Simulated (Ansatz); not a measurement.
## ZrO2 (P4_2/nmc): from strained cells to moduli

```
CELL_PARAMETERS angstrom
3.58447 0.00000 0.00000
0.00000 3.58447 0.00000
0.00000 0.00000 5.17715
ATOMIC_POSITIONS crystal
Zr 0.00000 0.00000 0.00000
Zr 0.50000 0.50000 0.50000
O 0.00000 0.50000 0.20148
O 0.00000 0.50000 0.70148
O 0.50000 0.00000 0.29852
O 0.50000 0.00000 0.79852
```

The conventional cell has a = 3.584 Å, b = 3.584 Å, c = 5.177 Å, α = 90.00°, β = 90.00°, γ = 90.00°. Zr (atom 1) has 8 O at 2.07 to 2.37 Å as nearest neighbours. Around O (atom 3) lie 4 Zr at 2.07 to 2.37 Å.

Unless marked otherwise, the numbers come from PBEsol, all-electron LAPW in Ansatz 0.2.0, scalar-relativistic. k mesh 6×6×4, fixed occupations, basis error target 0.5 meV/atom. The cell was relaxed by PAW under this functional.

The cell is tetragonal and carries a residual pressure of 0.01 GPa at this level. Each strain component that symmetry leaves independent is applied at ±0.003, the ions relax wherever a strain frees them, and the stress (tension positive, GPa) is read. Shears are engineering strains, γ = 2ε.

| strain | size | σxx | σyy | σzz | σyz | σxz | σxy |
| --- | --- | --- | --- | --- | --- | --- | --- |
| xx | -0.003 | -1.1098 | -0.6632 | -0.2513 | 0.0000 | 0.0000 | 0.0000 |
| xx | +0.003 | 1.1167 | 0.6807 | 0.1398 | 0.0000 | 0.0000 | 0.0000 |
| zz | -0.003 | -0.1851 | -0.1851 | -0.9935 | 0.0000 | 0.0000 | 0.0000 |
| zz | +0.003 | 0.2063 | 0.2063 | 0.8575 | 0.0000 | 0.0000 | 0.0000 |
| yz | -0.003 | 0.0128 | 0.0088 | -0.0561 | -0.0956 | 0.0000 | 0.0000 |
| yz | +0.003 | 0.0128 | 0.0088 | -0.0561 | 0.0956 | 0.0000 | 0.0000 |
| xy | -0.003 | 0.0125 | 0.0125 | -0.0550 | 0.0000 | 0.0000 | -0.5070 |
| xy | +0.003 | 0.0125 | 0.0125 | -0.0550 | 0.0000 | 0.0000 | 0.5070 |

A central difference gives one constant, for example C11 ≈ (1.1167 − (-1.1098))/(0.006) = 371.1 GPa; the program then imposes the crystal's symmetry on the whole matrix.

Problem. What are the independent elastic constants?

Solution. C11 = 371.1, C12 = 224.0, C13 = 65.2, C33 = 308.5, C44 = 31.9, C66 = 169.0 GPa.

Problem. Is the crystal stable against homogeneous strain?

Solution. The least eigenvalue of the 6×6 matrix is 31.9 GPa, so yes.

Problem. What moduli does a random aggregate of grains have?

Solution. Voigt and Reuss bounds: B from 184.1 to 195.5 and G from 56.2 to 93.0 GPa; their means are B = 189.8 and G = 74.6 GPa. Then E = 9BG/(3B + G) = 197.8 GPa, ν = (3B − 2G)/(6B + 2G) = 0.326 and B/G = 2.54, on the ductile side of Pugh's 1.75 (a rule of thumb, made for metals; it doesn't predict ductility here).

Problem. With the density of 6.152 g/cm³, how fast does sound travel, and what Debye temperature follows?

Solution. 

```csv
direction,slow (m/s),middle (m/s),fast (m/s)
x,2276,5241,7766
y,2276,5241,7766
z,2276,2276,7081
```

The mean of v⁻³ over directions and branches gives v_m = 3675 m/s and θ_D = (ħ/k_B) v_m (6π²n)^(1/3) = 491 K, n being atoms per volume. Young's modulus spans 104 to 424 GPa over directions, and the universal anisotropy index is 3.33.

Problem. How far do the constants move if PAW replaces LAPW in the same cell?

Solution. 

| constant | LAPW (GPa) | PAW (GPa) | difference |
| --- | --- | --- | --- |
| C11 | 371.1 | 370.8 | -0.3 |
| C12 | 224.0 | 224.2 | 0.2 |
| C13 | 65.2 | 65.2 | 0.0 |
| C33 | 308.5 | 308.4 | -0.1 |
| C44 | 31.9 | 31.9 | 0.0 |
| C66 | 169.0 | 169.0 | 0.0 |

Problem. How do the constants change if the ions are clamped to the homogeneous strain?

Solution. Clamped values, with the change against relaxed ions: C11 = 443.2 (+72.1), C12 = 201.4 (-22.6), C13 = 122.2 (+57.0), C33 = 440.0 (+131.5), C44 = 90.9 (+59.0), C66 = 169.2 (+0.2) GPa.

Keep in mind: this form is stable only when hot or under pressure; cold crystals distort or take another structure; the frozen-core PAW files of the compared runs were fitted under PBE, their cores solved anew for this functional.
